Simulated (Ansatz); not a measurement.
The system is InP.

```
In P
1.0
     0.00000    2.93050    2.93050
     2.93050    0.00000    2.93050
     2.93050    2.93050    0.00000
In P
1 1
Direct
  0.00000 0.00000 0.00000
  0.75000 0.75000 0.75000
```

```yaml
Program: Ansatz 0.2.0
Task: single point
Functional: PBE
Potentials_or_basis: all-electron LAPW, scalar-relativistic
Cutoff: 245 eV (chosen from the basis error)
Basis_error_allowed: 0.001 eV/atom
k_mesh: 8 × 8 × 8
Occupations: fermi-dirac, width 0.05 eV
Spin: no spin polarisation
```

On this cell: pressure 3.3 GPa; largest force zero by symmetry; band gap on the k mesh 0.71 eV, direct.

The same run follows on a disturbed copy (atoms moved at random, drawn with an rms of 0.05 Å):

```
CELL_PARAMETERS angstrom
0.00000 2.93050 2.93050
2.93050 0.00000 2.93050
2.93050 2.93050 0.00000
ATOMIC_POSITIONS crystal
In 0.00765 0.99169 0.98809
P 0.75547 0.74587 0.76518
```

Question: What does the disturbed cell give?

Answer: The energy moves by +29.0 meV/atom; pressure 3.7 GPa; largest force 1.016 eV/Å; band gap on the k mesh 0.53 eV, direct.

Forces on the atoms (eV/Å):
```
In   0.770  0.624  0.222
P   -0.770 -0.624 -0.222
```

Stress tensor (GPa, compression positive):
```
3.54 0.63 2.11
0.63 3.66 2.62
2.11 2.62 3.87
```

Caveats: spin-orbit coupling is left out, which moves the levels of the heavy elements.

